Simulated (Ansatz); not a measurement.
# ZnS: the cost of one run

Program: Ansatz 0.2.0. Level of theory: DFT PBEsol, scalar-relativistic. These are calculated values, not measurements.

## Step 1: Starting point

The structure is cubic, space group F-43m (No. 216). The conventional cell has a = 5.409 Å, b = 5.409 Å, c = 5.409 Å, α = 90.00°, β = 90.00°, γ = 90.00°. Zn (site symmetry -43m) is surrounded by 4 S at 2.34 Å. S (site symmetry -43m) has 4 Zn at 2.34 Å as nearest neighbours.

Coordinates:

```
CELL_PARAMETERS angstrom
0.00000 2.70465 2.70465
2.70465 0.00000 2.70465
2.70465 2.70465 0.00000
ATOMIC_POSITIONS crystal
Zn 0.00000 0.00000 0.00000
S 0.75000 0.75000 0.75000
```

Atoms are numbered in the order of the input: Zn1, S2.

## Step 2: The deformed structure

Space group F-43m before, R3m after.

## Step 3: Full-potential LAPW

Input file input.yaml:

```yaml
crystal:
  lattice:
    - [0.0811395, 2.74521975, 2.74521975]
    - [2.74521975, 0.0811395, 2.74521975]
    - [2.74521975, 2.74521975, 0.0811395]
  atoms:
    - { symbol: Zn, position: [0.0, 0.0, 0.0] }
    - { symbol: S, position: [0.75, 0.75, 0.75] }
kpoints:
  mp_grid: { grid: [8, 8, 8] }
  band_path:
    path:
      - [0.0, 0.0, 0.0]
      - [-0.5, -0.5, -0.5]
      - [-0.5, -0.2428775097, -0.7571224903]
      - [-0.2428775097, 0.2428775097, -0.5]
      - [0.0, 0.0, -0.5]
      - [0.0, 0.0, 0.0]
      - [0.0, 0.3714387548, -0.3714387548]
      - [-0.3714387548, 0.0, -0.6285612452]
      - [-0.5, 0.0, -0.5]
    npoints: 5
scf:
  occupations: { method: fermi_dirac, width: 0.01 }
hamiltonian:
  xc: pbesol
  pseudopotentials: { kind: all_electron, lapw: { basis_error: 0.00025 } }
output:
  forces: true
  stress: true
  eigenvalues: true
```

On the command line:

```bash
$ ansatz run input.yaml --threads 1 --pin off --max-ram 3072MiB --backend cpu --events-out ev --progress --plain --runs-dir out
```

**Question.** How long does this run take on 1 thread of Arm Neoverse V2, shared host, and how much memory does it need?

About 25 s, with a peak of 0.36 GiB.
